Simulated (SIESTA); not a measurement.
The system is Al.

```
Al
1.0
     0.00000    2.02481    2.02481
     2.02481    0.00000    2.02481
     2.02481    2.02481    0.00000
Al
1
Direct
  0.00000 0.00000 0.00000
```

Base run:

| Item | Value |
| --- | --- |
| Program | SIESTA 5.4.2 |
| Functional | PBE |
| Potentials or basis | PseudoDojo 0.4 standard (PBE files) |
| Basis | DZ (energy shift 0.003 Ry) |
| Grid cutoff | 500 Ry |
| Energy shift | 0.003 Ry |
| k mesh | 11 × 11 × 11 |
| Occupations | fermi-dirac, width 0.05 eV |
| Spin | no spin polarisation |

Its results: band gap on the k mesh none (metal or under the smearing width); pressure 5.0 GPa.

Task: The run is repeated on the same cell with these changes: basis from DZ (energy shift 0.003 Ry) to SZ (energy shift 0.01 Ry); energy shift from 0.003 Ry to 0.01 Ry. What comes out?

Result: Band gap on the k mesh none (metal or under the smearing width); pressure 15.2 GPa.

Caveats: the basis has no polarisation orbitals; the basis of atomic orbitals isn't converged, which shifts pressures, moduli and gaps; so large a pressure means that the cell lies far from this level's equilibrium, or that cutoff or potentials fall short (some runs).
